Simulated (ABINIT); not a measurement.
Crystal: Se.

```xyz
3
Lattice="4.3662 0.0000 0.0000 -2.1831 3.7812 0.0000 0.0000 0.0000 4.9536" Properties=species:S:1:pos:R:3 pbc="T T T"
Se    1.6910    2.9289    0.0000
Se   -0.4921    0.8523    3.3024
Se    0.9841    0.0000    1.6512
```

Base run:

| Quantity | Value |
| --- | --- |
| Program | ABINIT 10.8.3 (patched build) |
| Functional | PBEsol |
| Potentials or basis | JTH PAW PBE v2.0 |
| Cutoff | 408 eV |
| k mesh | 6 × 6 × 5 |
| Occupations | fermi-dirac, width 0.05 eV |
| Spin | no spin polarisation |

Its results: band gap on the k mesh 1.23 eV, indirect (least direct gap 1.47 eV); pressure 0.2 GPa; largest force 0.315 eV/Å.

Question: The run is repeated on the same cell with these changes: functional from PBEsol to PBE. What comes out?

Answer: Band gap on the k mesh 1.31 eV, indirect (least direct gap 1.52 eV); pressure 2.7 GPa; largest force 0.421 eV/Å.

PBE binds less tightly than PBEsol, so the same cell stands under more pressure.

Caveats: an odd mesh through Γ misses points on the zone boundary, where band edges often lie; the PAW data sets were made with another functional, which shifts forces and pressure a little (some runs).
